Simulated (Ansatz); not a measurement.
The system is Si2Ni.

```
Ni Si
1.0
     0.00000    2.70300    2.70300
     2.70300    0.00000    2.70300
     2.70300    2.70300    0.00000
Ni Si
1 2
Direct
  0.00000 0.00000 0.00000
  0.75000 0.75000 0.75000
  0.25000 0.25000 0.25000
```

Base run:

- Program: Ansatz 0.2.0
- Functional: PBE
- Potentials or basis: Ansatz PAW
- Cutoff: 420 eV (not typed: the program's choice for these potentials)
- k mesh: 9 × 9 × 9
- Occupations: gaussian, width 0.011 eV
- Spin: collinear spin, ferromagnetic start
- Starting moments: [1.0, 0.0, 0.0] μB

Its results: band gap on the k mesh none (metal or under the smearing width); pressure 4.0 GPa; net moment 0.00 μB per cell.

**Question.** The run is repeated on the same cell with these changes: functional from PBE to RPBE; occupations from gaussian, width 0.011 eV to gaussian, width 0.02 eV. What comes out?

**Answer.** Band gap on the k mesh none (metal or under the smearing width); pressure 6.8 GPa; net moment 0.00 μB per cell.

Caveats: the starting moments weren't kept; the PAW data sets come from PBE, with cores solved anew for the run's functional, which leaves a small shift of forces and pressure (some runs).
